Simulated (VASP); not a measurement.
# Zr6C5 in VASP: a series of runs

Runs on Zr6C5. Level: PBE. Tasks: single point.

Everything below comes from runs of VASP 6.6.1. Logs are shortened: lines on timing, memory, paths and dates and some standing lists are left out, and cuts for length are marked.

## Step 1: The slab as given

The cell holds a slab with vacuum, 11 atoms: a = 3.324 Å, b = 3.324 Å, c = 21.569 Å, α = 90.00°, β = 90.00°, γ = 120.00°.

## Step 2: Single point, PBE

File INCAR:

```
  PREC = Accurate
  ENCUT = 460
  EDIFF = 1E-7
  ISMEAR = 1
  SIGMA = 0.1
  LREAL = F
  LASPH = T
  NELM = 120
  ALGO = Normal
  ISIF = 2
  LWAVE = F
  LCHARG = F
  LDIPOL = T
  IDIPOL = 3
  DIPOL = 0.5 0.5 0.500
  GGA = PE
  NBANDS = 65
  LVHAR = T
  LVACPOTAV = T
```

File KPOINTS:

```
Automatic mesh
0
Gamma
  11 11 1
```

File POSCAR:

```
Zr6C5
1.0
    3.3236988564      0.0000000000      0.0000000000
   -1.6618494282      2.8784076442      0.0000000000
    0.0000000000      0.0000000000     21.5689437615
Zr C
6 5
Direct
    0.3333333333      0.6666666667      0.1854518257
    0.0000000000      0.0000000000      0.3112710954
    0.6666666667      0.3333333333      0.4370903651
    0.3333333333      0.6666666667      0.5629096349
    0.0000000000      0.0000000000      0.6887289046
    0.6666666667      0.3333333333      0.8145481743
    0.6666666667      0.3333333333      0.2483614606
    0.3333333333      0.6666666667      0.3741807303
    0.0000000000      0.0000000000      0.5000000000
    0.6666666667      0.3333333333      0.6258192697
    0.3333333333      0.6666666667      0.7516385394
```

Potentials or basis: VASP PAW PBE potentials, release 64 (Zr_sv, C).

Launch:

```console
$ cat potpaw_PBE.64/Zr_sv/POTCAR potpaw_PBE.64/C/POTCAR > POTCAR
$ mpirun -np 1 vasp_std > vasp.out
```

OUTCAR:

```text
PREC = Accurate
   ENCUT = 460
   EDIFF = 1E-7
   ISMEAR = 1
   LREAL = F
   LASPH = T
   NELM = 120
   ISIF = 2
   GGA = PE

 Found     16 irreducible k-points:

 Following reciprocal coordinates:
            Coordinates               Weight
  0.000000  0.000000  0.000000      1.000000
  0.090909 -0.000000  0.000000      6.000000
  0.181818  0.000000  0.000000      6.000000
  0.272727 -0.000000  0.000000      6.000000
  0.363636 -0.000000  0.000000      6.000000
  0.454545  0.000000  0.000000      6.000000
   k-points           NKPTS =     16   k-points in BZ     NKDIM =     16   number of bands    NBANDS=     65
   number of dos      NEDOS =    301   number of ions     NIONS =     11
   total plane-waves  NPLWV =  92160
   dimension x,y,z NGX =    24 NGY =   24 NGZ =  160
   dimension x,y,z NGXF=    48 NGYF=   48 NGZF=  320
   ions per type =               6   5
   NGX,Y,Z   is equivalent  to a cutoff of  12.00, 12.00, 12.33 a.u.
   NGXF,Y,Z  is equivalent  to a cutoff of  24.01, 24.01, 24.66 a.u.
 SYSTEM =  unknown system
   PREC   = accura    normal or accurate (medium, high low for compatibility)
   ISTART =      0    job   : 0-new  1-cont  2-samecut
   ICHARG =      2    charge: 1-file 2-atom 10-const
   ISPIN  =      1    spin polarized calculation?
   LNONCOLLINEAR =      F non collinear calculations
   LSORBIT =      F    spin-orbit coupling
   LASPH  =      T    aspherical Exc in radial PAW
   ENCUT  =  460.0 eV  33.81 Ry    5.81 a.u.   5.81  5.81 37.72*2*pi/ulx,y,z
   NELM   =    120;   NELMIN=  2; NELMDL= -5     # of ELM steps
   EDIFF  = 0.1E-06   stopping-criterion for ELM
   LREAL  =      F    real-space projection
   EDIFFG = 0.1E-05   stopping-criterion for IOM
   NSW    =      0    number of steps for IOM
   IBRION =     -1    ionic relax: 0-MD 1-quasi-New 2-CG
   NFREE  =      0    steps in history (QN), initial steepest desc. (CG)
   ISIF   =      2    stress and relaxation
   ISYM   =      2    0-nonsym 1-usesym 2-fastsym
   POTIM  = 0.5000    time-step for ionic-motion
   TEBEG  =    0.0;   TEEND  =   0.0 temperature during run
   PSTRESS=    0.0 pullay stress
   NELECT =      92.0000    total number of electrons
   NUPDOWN=      -1.0000    fix difference up-down
   EMIN   =  10.00;   EMAX   =-10.00  energy-range for DOS
   EFERMI =   0.00;   METHOD = LEGACY
   ISMEAR =     1;   SIGMA  =   0.10  broadening in eV -4-tet -1-fermi 0-gaus
   EFERMI_NEDOS =   21; number of points for ismear=-14 and -15
   IALGO  =     38    algorithm
   IMIX   =      4    mixing-type and parameters
     AMIX     =   0.40;   BMIX     =  1.00
     AMIX_MAG =   1.60;   BMIX_MAG =  1.00
  volume/ion in A,a.u.               =      18.76       126.59
  Fermi-wavevector in a.u.,A,eV,Ry     =   1.250652  2.363390 21.281287  1.564130
  Thomas-Fermi vector in A             =   2.384636
   LORBIT       =      0    0 simple, 1 ext, 2 COOP (PROOUT), +10 PAW based schemes
   GGA     = PE    functional components
   LHFCALC =     F    Hartree Fock is set to
   AEXX    =    0.0000 exact exchange contribution
   IVDW    =     0    specifies the selected vdW correction
   LEPSILON=     F    determine dielectric tensor
   LRPA    =     F    only Hartree local field effects (RPA)
 non-spin polarized calculation
 Methfessel and Paxton  Order N= 1 SIGMA  =   0.10
  energy-cutoff  :      460.00
  volume of cell :      206.35
 maximum number of plane-waves:      4658
 NGX is ok and might be reduce to    24
   NGX = 11   NGY = 11   NGZ = 75

 number of electron      91.9999995 magnetization

 dipolmoment           0.000000      0.000000     -0.000000 electrons x Angstroem

 Free energy of the ion-electron system (eV)
  ---------------------------------------------------
  ext. energy  EPLUGINS =         0.00000000
  ---------------------------------------------------
  free energy    TOTEN  =      -103.75572877 eV

  energy without entropy =     -103.75713556  energy(sigma->0) =     -103.75619770

 E-fermi :   6.1951     XC(G=0):  -9.7181

 val. band max:        6.1788440573   @ k =   0.0000   0.0000   0.0000
 cond. band min:       6.2121525836   @ k =   0.1818   0.0909   0.0000
 fundamental gap:      0.0333085262
 Fermi energy:         6.1950713256

 k-point     1 :       0.0000    0.0000    0.0000
  band No.  band energies     occupation
      1     -42.8448      2.00000
      2     -42.8448      2.00000
      3     -41.9292      2.00000
      4     -41.9247      2.00000
      5     -41.8587      2.00000
      6     -41.8125      2.00000
[... 50 lines left out ...]
     57       8.7996      0.00000
     58       8.8462      0.00000

 k-point     2 :       0.0909   -0.0000    0.0000
  band No.  band energies     occupation
      1     -42.8399      2.00000
      2     -42.8399      2.00000
      3     -41.9232      2.00000
      4     -41.9190      2.00000
      5     -41.8532      2.00000
      6     -41.8085      2.00000
[... 50 lines left out ...]
     57       8.9330      0.00000
     58       9.0570      0.00000

 k-point     3 :       0.1818    0.0000    0.0000
  band No.  band energies     occupation
      1     -42.8268      2.00000
      2     -42.8268      2.00000
      3     -41.9069      2.00000
      4     -41.9038      2.00000
      5     -41.8384      2.00000
      6     -41.7978      2.00000
[... 50 lines left out ...]
     57       9.0267      0.00000
     58       9.4294      0.00000

 k-point     4 :       0.2727   -0.0000    0.0000
  band No.  band energies     occupation
      1     -42.8095      2.00000
      2     -42.8095      2.00000
      3     -41.8855      2.00000
      4     -41.8837      2.00000
      5     -41.8183      2.00000
      6     -41.7844      2.00000
[... 50 lines left out ...]
     57       9.4350      0.00000
     58       9.5552      0.00000

 k-point     5 :       0.3636   -0.0000    0.0000
  band No.  band energies     occupation
      1     -42.7936      2.00000
      2     -42.7936      2.00000
      3     -41.8658      2.00000
      4     -41.8651      2.00000
      5     -41.7985      2.00000
      6     -41.7732      2.00000
[... 50 lines left out ...]
     57       9.9891      0.00000
     58      10.0192      0.00000

 k-point     6 :       0.4545    0.0000    0.0000
  band No.  band energies     occupation
      1     -42.7840      2.00000
      2     -42.7840      2.00000
      3     -41.8541      2.00000
      4     -41.8539      2.00000
      5     -41.7856      2.00000
      6     -41.7678      2.00000
[... 50 lines left out ...]
     57      10.3953      0.00000
     58      10.4887      0.00000

 [... further k-points ...]

 [bands above 58 left out]

------------------------ aborting loop because EDIFF is reached ----------------------------------------

  FORCE on cell =-STRESS in cart. coord.  units (eV):
  Direction    XX          YY          ZZ          XY          YZ          ZX
  --------------------------------------------------------------------------------------
  -------------------------------------------------------------------------------------
  Total       -1.5106349     -1.5106349     -4.9828920      0.0000000      0.0000000      0.0000000
  in kB      -11.7291690    -11.7291690    -38.6891522      0.0000000      0.0000000      0.0000000
  external PRESSURE =     -20.7158301 kB  Pullay stress =       0.0000000 kB

 VOLUME and BASIS-vectors are now :
 -----------------------------------------------------------------------------
  energy-cutoff  :      460.00
  volume of cell :      206.35
      direct lattice vectors                 reciprocal lattice vectors
     3.323698856  0.000000000  0.000000000     0.300869616  0.173707154  0.000000000
    -1.661849428  2.878407644  0.000000000     0.000000000  0.347414308  0.000000000
     0.000000000  0.000000000 21.568943762     0.000000000  0.000000000  0.046362956

 POSITION                                       TOTAL-FORCE (eV/Angst)
 -----------------------------------------------------------------------------------
     -0.00000      1.91894      4.00000        -0.000000     -0.000000      1.531148
      0.00000      0.00000      6.71379         0.000000      0.000000      0.469238
      1.66185      0.95947      9.42758        -0.000000     -0.000000     -0.022236
     -0.00000      1.91894     12.14137        -0.000000      0.000000      0.022236
      0.00000      0.00000     14.85516         0.000000     -0.000000     -0.469238
      1.66185      0.95947     17.56894         0.000000      0.000000     -1.531148
      1.66185      0.95947      5.35689         0.000000      0.000000     -1.719770
     -0.00000      1.91894      8.07068         0.000000     -0.000000     -0.193033
      0.00000      0.00000     10.78447         0.000000      0.000000      0.000000
      1.66185      0.95947     13.49826         0.000000      0.000000      0.193033
     -0.00000      1.91894     16.21205         0.000000     -0.000000      1.719770
 -----------------------------------------------------------------------------------
    total drift:                               -0.000000      0.000000     -0.000000

  FREE ENERGIE OF THE ION-ELECTRON SYSTEM (eV)
  ---------------------------------------------------
  free  energy   TOTEN  =      -103.7557287685 eV

  energy  without entropy=     -103.7571355581  energy(sigma->0) =     -103.75619770
```

Run time: 7.7 min. Hardware: 1 thread of AMD EPYC 7R43 (Zen 3), shared host; peak memory 0.31 GiB.

The run converged, but some of its settings lie outside the range that counts as converged, so its numbers aren't taken as properties of the slab.

Results:

| Property | Result |
| --- | --- |
| Free energy | -103.7557 eV |
| Largest force | 1.720 eV/Å |
| Band gap on the k mesh | none (metal or under the smearing width) |

Caveat: the cutoff is under 1.25 times the usual one of these potentials, so pressure, stress and relaxed cells hold a basis-set (Pulay) error.

## Step 3: Single point, PBE

This run uses another cell than the first one, of 22.24 Å³/atom, 1.185 times its volume.

Changes to INCAR since step 2:

```diff
@@ -4,3 +4,3 @@
   ISMEAR = 1
-  SIGMA = 0.1
+  SIGMA = 0.02
   LREAL = F
```

File KPOINTS:

```
Automatic mesh
0
Gamma
  9 9 1
```

File POSCAR:

```
Zr6C5
1.0
    3.3236988564      0.0000000000      0.0000000000
   -1.6618494282      2.8784076442      0.0000000000
    0.0000000000      0.0000000000     25.5689437615
Zr C
6 5
Direct
    0.3333333333      0.6666666667      0.2346596737
    0.0000000000      0.0000000000      0.3407958042
    0.6666666667      0.3333333333      0.4469319347
    0.3333333333      0.6666666667      0.5530680653
    0.0000000000      0.0000000000      0.6592041958
    0.6666666667      0.3333333333      0.7653403263
    0.6666666667      0.3333333333      0.2877277390
    0.3333333333      0.6666666667      0.3938638695
    0.0000000000      0.0000000000      0.5000000000
    0.6666666667      0.3333333333      0.6061361305
    0.3333333333      0.6666666667      0.7122722610
```

Potentials or basis: VASP PAW PBE potentials, release 64 (Zr_sv, C).

Launch:

```console
$ cat potpaw_PBE.64/Zr_sv/POTCAR potpaw_PBE.64/C/POTCAR > POTCAR
$ mpirun -np 1 vasp_std > vasp.out
```

It took 7.4 min on 1 thread of AMD EPYC 7R43 (Zen 3), shared host; peak memory 0.32 GiB.

The run converged, but some of its settings lie outside the range that counts as converged, so its numbers aren't taken as properties of the slab.

Results:

- Free energy: -103.7618 eV
- Largest force: 1.781 eV/Å
- Band gap on the k mesh: none (metal or under the smearing width)
- Work function of the upper face: 4.41 eV
- Work function of the lower face: 4.41 eV

Caveat: the cutoff is under 1.25 times the usual one of these potentials, so pressure, stress and relaxed cells hold a basis-set (Pulay) error.
